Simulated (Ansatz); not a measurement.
Structure types of Ga were relaxed at one common pressure (all-electron LAPW in Ansatz 0.2.0 under PBE, scalar-relativistic, no spin polarisation, zero temperature). They take these volumes:

| type | space group | V (Å³/atom) |
| --- | --- | --- |
| bcc | Im-3m | 9.86 |
| hcp | P6_3/mmc | 9.80 |
| sc | Pm-3m | 10.29 |
| omega | P6/mmm | 9.89 |
| diamond | Fd-3m | 11.87 |

At about which pressure, and is the densest type also the lowest in enthalpy?

160 GPa. The densest is hcp, and it is also the lowest in enthalpy among these.
